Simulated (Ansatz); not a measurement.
# SnSe (Pnma) in Ansatz: settings compared

The runs below take SnSe through relaxation of cell and atoms, with LDA, r2SCAN, SVWN5.

All numbers are computed with Ansatz 0.2.0; they aren't measurements. Logs are shortened: lines on timing, memory, paths and dates and some standing lists are left out, and cuts for length are marked.

### 1 The structure

The structure is orthorhombic, space group Pnma (No. 62). The conventional cell has a = 11.420 Å, b = 4.190 Å, c = 4.460 Å, α = 90.00°, β = 90.00°, γ = 90.00°. Around Sn (site symmetry m) lie 3 Se at 2.69 to 2.83 Å. Se (site symmetry m) is surrounded by 3 Sn at 2.69 to 2.83 Å.

### 2 Relaxation of cell and atoms, LDA

File input.yaml:

```yaml
crystal:
  lattice:
    - [11.42, 0.0, 0.0]
    - [0.0, 4.19, 0.0]
    - [0.0, 0.0, 4.46]
  atoms:
    - { symbol: Sn, position: [0.877, 0.75, 0.909] }
    - { symbol: Sn, position: [0.623, 0.25, 0.409] }
    - { symbol: Sn, position: [0.377, 0.75, 0.591] }
    - { symbol: Sn, position: [0.123, 0.25, 0.091] }
    - { symbol: Se, position: [0.643, 0.75, 0.984] }
    - { symbol: Se, position: [0.857, 0.25, 0.484] }
    - { symbol: Se, position: [0.143, 0.75, 0.516] }
    - { symbol: Se, position: [0.357, 0.25, 0.016] }
hamiltonian:
  xc: lda
  pseudopotentials: { kind: paw }
kpoints:
  mp_grid: { grid: [3, 6, 6] }
scf:
  occupations: { method: fermi_dirac, width: 0.05 }
output:
  forces: true
  stress: true
relax:
  f_tol: 0.01
  max_steps: 40
  cell: { stress_tol: 0.05 }
```

Potentials or basis: Ansatz PAW.

The run is started by

```console
$ ansatz run input.yaml --threads 2 --pin off --max-ram 5120MiB --backend cpu --events-out ev --progress --plain --runs-dir out
```

Log:

```text
Warning: RAYON_NUM_THREADS=2 ignored (pool sized by the plan → 2); use --threads N
Engine: ansatz 0.2.0, aarch64-unknown-linux-gnu
Pseudopotentials: kind: paw
Pseudopotential: Sn, paw, valence charge 14, recommended cutoff 420 eV (normal), Sn.paw.azcp
Pseudopotential: Se, paw, valence charge 16, recommended cutoff 420 eV (normal), Se.paw.azcp
Functional definition: SPW92
  exchange = slater_x
  correlation = pw_c
Crystal: 8 atoms, lattice volume = 213.410 Å³
Basis set: ecut = 420 eV, 4163 PW (Γ)
Bands: 72, of which v1, the nominal top of the filled ones, is band 60 counted from 1 (59 counted from 0)
Symmetry: 8 space group operations
Space group: Pnma (ITA 62), of the structure as read, at distance tolerance 6.0e-5 Å
k-points: 32 of 108
Non-local potential: Sn, projectors of the file, l = 0: 2, l = 1: 2, l = 2: 2, l = 3: 2
Non-local potential: Se, projectors of the file, l = 0: 2, l = 1: 2, l = 2: 3, l = 3: 1
PAW form: soft (Blöchl's): semilocal exchange-correlation on the pseudo side does not see the compensation charge
PAW frozen core: Sn, regenerated for the run's functional, and the local potential with it (the file was generated under x = pbe(κ = 0.804, μ = 0.2195149727645171), c = pbe(β = 0.06672455060314922))
PAW frozen core: Se, regenerated for the run's functional, and the local potential with it (the file was generated under x = pbe(κ = 0.804, μ = 0.2195149727645171), c = pbe(β = 0.06672455060314922))
PAW one-centre angular grid: Sn, 590 points (default); XC on 64 Gauss nodes
PAW one-centre angular grid: Se, 590 points (default); XC on 64 Gauss nodes
Initial density: superposition of atomic densities (neutral atoms: chi_scale 0, normalization atom), corrected by the library's trained network
Initial wavefunctions: pseudopotential atomic-orbital guess
Functional: x = slater, c = lda
SCF iter   1: F=—  HF=-45054.522275 eV  |F-HF|=—  |Δ(HF+E_count)|=         —  Δρ=5.29e-3  dr2=3.83e-2  ethr=1.77e-3  ⟨swp⟩=6.7  Hψ=8708  notcnv=0  defer=8
preconditioner: auto → Resta (q_TF=auto, 2.479 Å⁻¹)  ε∞=2.9  [insulator: Δε(μ)=0.458 eV  Ē_g=16.590 eV  σ=0.050 eV  W_gap=0.98  n_scr=56 (ndim 8)  ℏωp=22.7 eV  f_vac=0.001  D(μ)=0.02/eV (n_scr^D=0)  ε∞_Penn≈2.9]
SCF iter   2: F=—  HF=-45054.504759 eV  |F-HF|=—  |Δ(HF+E_count)|=   1.75e-2  Δρ=2.65e-3  dr2=1.04e-2  ethr=3.19e-5  ⟨swp⟩=2.9  Hψ=4100  notcnv=0  defer=108
SCF iter   3: F=—  HF=-45054.501520 eV  |F-HF|=—  |Δ(HF+E_count)|=   3.24e-3  Δρ=4.65e-4  dr2=7.69e-4  ethr=8.63e-6  ⟨swp⟩=2.0  Hψ=3112  notcnv=0  defer=108
SCF iter   4: F=—  HF=-45054.501317 eV  |F-HF|=—  |Δ(HF+E_count)|=   2.03e-4  Δρ=1.73e-4  dr2=4.85e-5  ethr=6.41e-7  ⟨swp⟩=2.0  Hψ=3440  notcnv=0  defer=108
SCF iter   5: F=—  HF=-45054.501253 eV  |F-HF|=—  |Δ(HF+E_count)|=   6.36e-5  Δρ=2.40e-5  dr2=8.23e-7  ethr=4.04e-8  ⟨swp⟩=2.0  Hψ=4081  notcnv=0  defer=108
SCF iter   6: F=—  HF=-45054.501253 eV  |F-HF|=—  |Δ(HF+E_count)|=   3.91e-7  Δρ=7.95e-6  dr2=1.21e-7  ethr=8.33e-11  ⟨swp⟩=4.9  Hψ=8807  notcnv=0
SCF iter   7: F=-45054.501253 eV  HF=-45054.501253 eV  |F-HF|=1.02e-9  |Δ(HF+E_count)|=   4.40e-8  Δρ=1.86e-6  dr2=8.33e-9  ethr=8.33e-11  ⟨swp⟩=4.2  Hψ=8202  notcnv=0
SCF 1 converged in 7 iterations: F = -45054.501253 eV  dr2 = 8.33e-9
relax step   1: F+E_penalty+E_count = -45054.50125264 eV  Δ(F+E_penalty+E_count) = +0.000e0 eV  max|allowed force component| = 1.340e-1 eV/Å  Δτ_max = 0.0000 Å  P = -2.025 GPa  Ω = 213.410 Å³  (7 SCF iters, dr2 threshold 1.00e-7 eV, accepted)
Crystal: 8 atoms, lattice volume = 185.916 Å³
Basis set: ecut = 420 eV, 3639 PW (Γ)
Initial density: handed on by an earlier stage of this run
Initial wavefunctions: those handed on with the density
iter 1 solved again at ethr=1.31e-4 eV; its pass at ethr=3.10e-3 eV (dr2=1.58e-1 eV) is discarded
SCF iter   1: F=—  HF=-45054.446437 eV  |F-HF|=—  |Δ(HF+E_count)|=         —  Δρ=7.68e-3  dr2=1.60e-1  ethr=1.31e-4  ⟨swp⟩=2.7  Hψ=11195  notcnv=0
preconditioner: auto → Resta (q_TF=auto, 2.536 Å⁻¹)  ε∞=3.0  [insulator: Δε(μ)=0.263 eV  Ē_g=17.108 eV  σ=0.050 eV  W_gap=0.85  n_scr=56 (ndim 8)  ℏωp=24.4 eV  f_vac=0.000  D(μ)=0.15/eV (n_scr^D=0)  ε∞_Penn≈3.0]
SCF iter   2: F=—  HF=-45054.406973 eV  |F-HF|=—  |Δ(HF+E_count)|=   3.95e-2  Δρ=3.65e-3  dr2=2.63e-2  ethr=1.31e-4  ⟨swp⟩=2.4  Hψ=3085  notcnv=0
SCF iter   3: F=—  HF=-45054.399462 eV  |F-HF|=—  |Δ(HF+E_count)|=   7.51e-3  Δρ=7.65e-4  dr2=1.34e-3  ethr=2.19e-5  ⟨swp⟩=2.1  Hψ=3186  notcnv=0  defer=1
SCF iter   4: F=—  HF=-45054.399298 eV  |F-HF|=—  |Δ(HF+E_count)|=   1.64e-4  Δρ=1.91e-4  dr2=6.87e-5  ethr=1.12e-6  ⟨swp⟩=2.1  Hψ=2914  notcnv=0  defer=1
SCF iter   5: F=—  HF=-45054.399270 eV  |F-HF|=—  |Δ(HF+E_count)|=   2.78e-5  Δρ=3.27e-5  dr2=2.07e-6  ethr=5.72e-8  ⟨swp⟩=2.0  Hψ=4217  notcnv=0  defer=1
SCF iter   6: F=-45054.399269 eV  HF=-45054.399269 eV  |F-HF|=2.36e-7  |Δ(HF+E_count)|=   1.09e-6  Δρ=1.42e-5  dr2=4.23e-7  ethr=6.67e-10  ⟨swp⟩=4.9  Hψ=8411  notcnv=0
SCF 2 converged in 6 iterations: F = -45054.399269 eV  dr2 = 4.23e-7
[... 46 lines left out ...]
preconditioner: auto → Resta (q_TF=auto, 2.503 Å⁻¹)  ε∞=2.9  [insulator: Δε(μ)=0.374 eV  Ē_g=16.814 eV  σ=0.050 eV  W_gap=0.95  n_scr=56 (ndim 8)  ℏωp=23.4 eV  f_vac=0.000  D(μ)=0.04/eV (n_scr^D=0)  ε∞_Penn≈2.9]
SCF iter   2: F=—  HF=-45054.620916 eV  |F-HF|=—  |Δ(HF+E_count)|=   3.21e-4  Δρ=3.81e-4  dr2=1.67e-4  ethr=8.31e-7  ⟨swp⟩=2.8  Hψ=4246  notcnv=0
SCF iter   3: F=—  HF=-45054.620866 eV  |F-HF|=—  |Δ(HF+E_count)|=   5.00e-5  Δρ=6.50e-5  dr2=7.57e-6  ethr=1.39e-7  ⟨swp⟩=2.0  Hψ=4224  notcnv=0
SCF iter   4: F=—  HF=-45054.620850 eV  |F-HF|=—  |Δ(HF+E_count)|=   1.57e-5  Δρ=1.46e-5  dr2=4.33e-7  ethr=6.31e-9  ⟨swp⟩=3.0  Hψ=4271  notcnv=0
SCF iter   5: F=—  HF=-45054.620850 eV  |F-HF|=—  |Δ(HF+E_count)|=   1.05e-7  Δρ=3.06e-6  dr2=1.83e-8  ethr=3.61e-10  ⟨swp⟩=2.0  Hψ=3584  notcnv=0
SCF iter   6: F=-45054.620850 eV  HF=-45054.620850 eV  |F-HF|=2.34e-9  |Δ(HF+E_count)|=   1.57e-9  Δρ=9.69e-7  dr2=2.34e-9  ethr=1.39e-11  ⟨swp⟩=4.8  Hψ=8329  notcnv=0
SCF 6 converged in 6 iterations: F = -45054.620850 eV  dr2 = 2.34e-9
relax step   6: F+E_penalty+E_count = -45054.62085001 eV  Δ(F+E_penalty+E_count) = -1.581e-4 eV  max|allowed force component| = 8.980e-3 eV/Å  Δτ_max = 0.0137 Å  P = -0.022 GPa  Ω = 201.391 Å³  energy of the carried Pulay correction = +2.465e-3 eV  (6 SCF iters, dr2 threshold 1.66e-8 eV, accepted)
Initial wavefunctions: pseudopotential atomic-orbital guess (no wavefunctions were taken with the density)
iter 1 solved again at ethr=2.47e-7 eV; its pass at ethr=3.10e-3 eV (dr2=2.97e-4 eV) is discarded
SCF iter   1: F=—  HF=-45054.618537 eV  |F-HF|=—  |Δ(HF+E_count)|=         —  Δρ=5.03e-5  dr2=6.82e-7  ethr=2.47e-7  ⟨swp⟩=3.0  Hψ=14127  notcnv=0
preconditioner: auto → Resta (q_TF=auto, 2.503 Å⁻¹)  ε∞=2.9  [insulator: Δε(μ)=0.374 eV  Ē_g=16.816 eV  σ=0.050 eV  W_gap=0.95  n_scr=56 (ndim 8)  ℏωp=23.4 eV  f_vac=0.000  D(μ)=0.04/eV (n_scr^D=0)  ε∞_Penn≈2.9]
SCF iter   2: F=—  HF=-45054.618536 eV  |F-HF|=—  |Δ(HF+E_count)|=   1.07e-6  Δρ=2.68e-5  dr2=2.70e-7  ethr=5.69e-10  ⟨swp⟩=2.2  Hψ=4238  notcnv=0
SCF iter   3: F=—  HF=-45054.618536 eV  |F-HF|=—  |Δ(HF+E_count)|=   1.47e-7  Δρ=8.57e-6  dr2=3.29e-8  ethr=2.25e-10  ⟨swp⟩=2.1  Hψ=3590  notcnv=0
SCF iter   4: F=—  HF=-45054.618536 eV  |F-HF|=—  |Δ(HF+E_count)|=   9.87e-9  Δρ=6.40e-7  dr2=3.79e-10  ethr=2.74e-11  ⟨swp⟩=2.6  Hψ=3836  notcnv=0
iter 5 did not close the SCF: its close was put off for the readings that it lacked (scf_convergence_deferred on its scf_iter line)
SCF iter   5: F=-45054.618536 eV  HF=-45054.618536 eV  |F-HF|=0.00e0  |Δ(HF+E_count)|=  2.04e-10  Δρ=1.43e-7  dr2=2.77e-11  ethr=1.00e-12  ⟨swp⟩=1.4  Hψ=2860  notcnv=0
SCF iter   6: F=-45054.618536 eV  HF=-45054.618536 eV  |F-HF|=7.28e-12  |Δ(HF+E_count)|=  7.28e-12  Δρ=1.96e-8  dr2=5.72e-13  ethr=1.00e-12  ⟨swp⟩=3.0  Hψ=7215  notcnv=0
SCF 7 converged in 6 iterations: F = -45054.618536 eV  dr2 = 5.72e-13
relax step   7: F+E_penalty+E_count = -45054.61853615 eV  Δ(F+E_penalty+E_count) = +2.314e-3 eV  max|allowed force component| = 8.811e-3 eV/Å  Δτ_max = 0.0000 Å  P = -0.024 GPa  Ω = 201.391 Å³  stress off target by 4.28e-2 GPa  SCF on the basis re-selected at this cell (its energy is not comparable with the rows above)  (6 SCF iters)
basis re-selected at this cell: Δ(F+E_penalty+E_count) = +2.314e-3 eV, ΔP = -0.002 GPa vs the last step (what re-selecting the basis moved, of the pressure what is left beyond the Pulay correction that the steps carried, after the strain that the cell walked since its last selection, with what the two solves' SCF thresholds leave and, on support functions, any second-order correction that the steps lacked; it is no measure of the basis error at this ecutwfc). This SCF's stress stands 4.28e-2 GPa from its target on what of the cell is left free (relax.cell.stress_tol is 5.00e-2 GPa) and its largest allowed force component is 8.81e-3 eV/Å (relax.f_tol is 1.00e-2 eV/Å): within both
SCF converged after 6 iterations
Free energy (F): -45054.618536 eV
Harris-Foulkes:  -45054.618536 eV  (|F-HF|=7.28e-12)
Internal energy: -45054.617986 eV  (E = F + TS)
E sigma→0 (E₀):  -45054.618261 eV
Entropy (-TS):   -0.000550 eV (-0.069 meV/atom)
Fermi energy:    9.807530 eV
--- Per-component energies (eV) ---
  E_band       = -1827.790906
  E_kinetic    = 1227.613346
  E_local      = -12844.102094  (includes V_loc(G=0)·N_el)
  E_nonlocal   = -2469.982421
  E_hartree    = 6801.011315
  E_xc         = -1935.691334
  E_vxc        = -794.124310  (∫ρ·V_xc dr)
  E_paw        = -23276.758932  (= ΣΔE_a)
  E_vpaw       = -549.215671  (= ΣTr[D̂ρ^β])
  E_aug_tail   = -0.002437  (compensation charges beyond the density's cutoff)
  E_ewald      = -12567.274471
  E_core_change = 10.569042  (= ΣΔE_core)
  E_smearing   = -0.000550  (= −TS)
  E_closure    = 0.000000  (closes the sum)
  Σ components = -45054.618536   (vs F -45054.618536, Δ=0.00e0)
--- Forces (eV/Å), atoms counted from 1 ---
  atom   1  Sn    -0.00571309     0.00000000    -0.00229923
  atom   2  Sn     0.00571309     0.00000000    -0.00229923
  atom   3  Sn    -0.00571309     0.00000000     0.00229923
  atom   4  Sn     0.00571309     0.00000000     0.00229923
  atom   5  Se     0.00881056     0.00000000    -0.00333637
  atom   6  Se    -0.00881056     0.00000000    -0.00333637
  atom   7  Se     0.00881056     0.00000000     0.00333637
  atom   8  Se    -0.00881056     0.00000000     0.00333637
  max |Σ_I F_I| component: 1.73e-18 eV/Å
--- Stress (GPa, compression-positive) ---
       -0.042800       0.000000       0.000000
        0.000000      -0.008111      -0.000000
        0.000000      -0.000000      -0.020982
  P = ⅓ Tr σ = -0.0240 GPa (-0.240 kbar)
--- Relaxed structure (6 steps of the walk, 5 accepted, 1 SCFs on fresh bases) ---
  F+E_penalty+E_count = -45054.61853615 eV   max|allowed force component| = 8.811e-3 eV/Å   (the final SCF, on the basis selected at the relaxed cell)
  cell:  # Å, volume = 201.3912 Å³
    - [11.320430340093901, 0.0, 0.0]
    - [0.0, 4.116217141007666, 0.0]
    - [0.0, 0.0, 4.321945195992148]
  atoms:
    - { symbol: Sn, position: [0.8825580611814958, 0.75, 0.9053158431134032] }
    - { symbol: Sn, position: [0.6174419388185043, 0.24999999999999997, 0.405315843113403] }
    - { symbol: Sn, position: [0.38255806118149566, 0.75, 0.5946841568865969] }
    - { symbol: Sn, position: [0.11744193881850422, 0.24999999999999997, 0.09468415688659698] }
    - { symbol: Se, position: [0.64221437568327, 0.75, 0.9772928920417784] }
    - { symbol: Se, position: [0.85778562431673, 0.24999999999999997, 0.47729289204177844] }
    - { symbol: Se, position: [0.14221437568327008, 0.75, 0.5227071079582216] }
    - { symbol: Se, position: [0.3577856243167299, 0.24999999999999997, 0.022707107958221572] }
```

It took 1.7 min on 2 threads of Arm Neoverse V1, shared host; peak memory 0.71 GiB.

What came out:

* Free energy: -45054.6185 eV
* Relaxed volume: 25.17 Å³/atom
* Relaxed cell: a = 11.320 Å, b = 4.116 Å, c = 4.322 Å, α = 90.00°, β = 90.00°, γ = 90.00°
* Space group after relaxing (to 0.05 Å): Pnma (No. 62)
* Energy gained by relaxing: 14.7 meV/atom
* Ionic steps: 6
* Pressure after relaxing: 0.0 GPa
* Largest force after relaxing: 0.009 eV/Å

Forces on the atoms (eV/Å):
```
Sn  -0.006  0.000 -0.002
Sn   0.006  0.000 -0.002
Sn  -0.006  0.000  0.002
Sn   0.006  0.000  0.002
Se   0.009  0.000 -0.003
Se  -0.009  0.000 -0.003
Se   0.009  0.000  0.003
Se  -0.009  0.000  0.003
```

Step by step:
```tsv
step	energy change (eV)	largest force (eV/Å)	volume (Å³)
1	0.0000	0.1833	213.41
2	-0.1099	0.0820	203.21
3	-0.1111	0.0680	201.62
4	-0.1194	0.0134	201.39
5	-0.1196	0.0095	201.39
6	-0.1173	0.0094	201.39
```

Final structure:
```
Sn Se
1.0
    11.32043    0.00000    0.00000
     0.00000    4.11622    0.00000
     0.00000    0.00000    4.32195
Sn Se
4 4
Direct
  0.88256 0.75000 0.90532
  0.61744 0.25000 0.40532
  0.38256 0.75000 0.59468
  0.11744 0.25000 0.09468
  0.64221 0.75000 0.97729
  0.85779 0.25000 0.47729
  0.14221 0.75000 0.52271
  0.35779 0.25000 0.02271
```

Caveat: the plane-wave basis is chosen anew once the cell has moved, so the energies of steps on either side of that aren't comparable; the PAW data sets come from PBE, with cores solved anew for the run's functional, which leaves a small shift of forces and pressure.

### 3 Relaxation of cell and atoms, r2SCAN

input.yaml, as its differences from that of step 2:

```diff
@@ -15,3 +15,3 @@
 hamiltonian:
-  xc: lda
+  xc: r2scan
   pseudopotentials: { kind: paw }
```

Potentials or basis: Ansatz PAW.

The run is started by

```console
$ ansatz run input.yaml --threads 2 --pin off --max-ram 5120MiB --backend cpu --events-out ev --progress --plain --runs-dir out
```

Wall time 4.2 min (2 threads of Arm Neoverse V1, shared host); peak memory 1.2 GiB.

Results (log left out):

```yaml
Free_energy: -46070.7119 eV
Relaxed_volume: 28.30 Å³/atom
Relaxed_cell: a = 11.682 Å, b = 4.125 Å, c = 4.698 Å, α = 90.00°, β = 90.00°, γ = 90.00°
Space_group_after_relaxing_to_0.05_Å: Pnma (No. 62)
Energy_gained_by_relaxing: 14.8 meV/atom
Ionic_steps: 8
Pressure_after_relaxing: 0.0 GPa
Band_gap_on_the_k_mesh: 1.03 eV
```

Forces on the atoms (eV/Å):
```
Sn   0.002  0.000  0.001
Sn  -0.002  0.000  0.001
Sn   0.002  0.000 -0.001
Sn  -0.002  0.000 -0.001
Se  -0.001  0.000 -0.001
Se   0.001  0.000 -0.001
Se  -0.001  0.000  0.001
Se   0.001  0.000  0.001
```

The path:
| step | energy change (eV) | largest force (eV/Å) | volume (Å³) |
| --- | --- | --- | --- |
| 1 | 0.0000 | 0.2031 | 213.41 |
| 2 | -0.0811 | 0.0723 | 228.87 |
| 3 | -0.0988 | 0.0392 | 226.35 |
| 4 | -0.1062 | 0.0880 | 222.45 |
| 5 | -0.1129 | 0.0365 | 225.71 |
| 6 | -0.1162 | 0.0407 | 226.10 |
| 7 | -0.1174 | 0.0025 | 226.38 |
| 8 | -0.1182 | 0.0024 | 226.38 |

Final structure:
```
Sn Se
1.0
    11.68171    0.00000    0.00000
     0.00000    4.12506    0.00000
     0.00000    0.00000    4.69782
Sn Se
4 4
Direct
  0.87984 0.75000 0.87564
  0.62016 0.25000 0.37564
  0.37984 0.75000 0.62436
  0.12016 0.25000 0.12436
  0.64796 0.75000 0.98848
  0.85204 0.25000 0.48848
  0.14796 0.75000 0.51152
  0.35204 0.25000 0.01152
```

Caveat: odd divisions of the mesh miss points on the zone boundary, where band edges often lie, so the gap on the mesh can be too wide; the plane-wave basis is chosen anew once the cell has moved, so the energies of steps on either side of that aren't comparable; spin-orbit coupling is left out, which moves the levels of the heavy elements; the PAW data sets come from PBE, with cores solved anew for the run's functional, which leaves a small shift of forces and pressure. A k mesh can miss the band edges.

### 4 Relaxation of cell and atoms, SVWN5

input.yaml, as its differences from that of step 3:

```diff
@@ -15,3 +15,3 @@
 hamiltonian:
-  xc: r2scan
+  xc: { exchange: slater, correlation: vwn5 }
   pseudopotentials: { kind: paw }
```

The run is started by

```console
$ ansatz run input.yaml --threads 2 --pin off --max-ram 5120MiB --backend cpu --events-out ev --progress --plain --runs-dir out
```

Run time: 1.7 min. Hardware: 2 threads of Arm Neoverse V1, shared host; peak memory 0.71 GiB.

The run converged. Its results:

```yaml
Free_energy: -45058.3706 eV
Relaxed_volume: 25.15 Å³/atom
Relaxed_cell: a = 11.318 Å, b = 4.115 Å, c = 4.320 Å, α = 90.00°, β = 90.00°, γ = 90.00°
Space_group_after_relaxing_to_0.05_Å: Pnma (No. 62)
Energy_gained_by_relaxing: 15.0 meV/atom
Ionic_steps: 6
Pressure_after_relaxing: 0.0 GPa
Largest_force_after_relaxing: 0.007 eV/Å
```

Forces in eV/Å, atoms in the order of the input:
```
Sn  -0.004  0.000 -0.002
Sn   0.004  0.000 -0.002
Sn  -0.004  0.000  0.002
Sn   0.004  0.000  0.002
Se   0.006  0.000 -0.002
Se  -0.006  0.000 -0.002
Se   0.006  0.000  0.002
Se  -0.006  0.000  0.002
```

Step by step:
```
step  energy change (eV)  largest force (eV/Å)  volume (Å³)
   1              0.0000                0.1824       213.41
   2             -0.1122                0.0821       203.11
   3             -0.1135                0.0618       201.41
   4             -0.1222                0.0070       201.19
   5             -0.1223                0.0067       201.22
   6             -0.1199                0.0066       201.22
```

Final structure:
```
CELL_PARAMETERS angstrom
11.31788 0.00000 0.00000
0.00000 4.11519 0.00000
0.00000 0.00000 4.32026
ATOMIC_POSITIONS crystal
Sn 0.88259 0.75000 0.90496
Sn 0.61741 0.25000 0.40496
Sn 0.38259 0.75000 0.59504
Sn 0.11741 0.25000 0.09504
Se 0.64226 0.75000 0.97691
Se 0.85774 0.25000 0.47691
Se 0.14226 0.75000 0.52309
Se 0.35774 0.25000 0.02309
```

Caveat: the plane-wave basis is chosen anew once the cell has moved, so the energies of steps on either side of that aren't comparable; the PAW data sets come from PBE, with cores solved anew for the run's functional, which leaves a small shift of forces and pressure.

### 5 Summary

| level | cutoff (eV) | pressure (GPa) | relaxed volume (Å³/atom) | largest force (eV/Å) |
| --- | --- | --- | --- | --- |
| LDA | 420 | 0.0 | 25.17 | 0.01 |
| r2SCAN | 500 | 0.0 | 28.30 | - |
| SVWN5 | 420 | 0.0 | 25.15 | 0.01 |

Alike in all rows: task relaxation of cell and atoms; potentials or basis Ansatz PAW; no spin polarisation; cell relaxed; k mesh 3 × 6 × 6; smearing fermi-dirac 0.05 eV.

Caveats: the plane-wave basis is chosen anew once the cell has moved, so the energies of steps on either side of that aren't comparable; the PAW data sets come from PBE, with cores solved anew for the run's functional, which leaves a small shift of forces and pressure; odd divisions of the mesh miss points on the zone boundary, where band edges often lie, so the gap on the mesh can be too wide (some runs); spin-orbit coupling is left out, which moves the levels of the heavy elements (some runs).

Absolute energies hang on the potentials; compare differences alone.
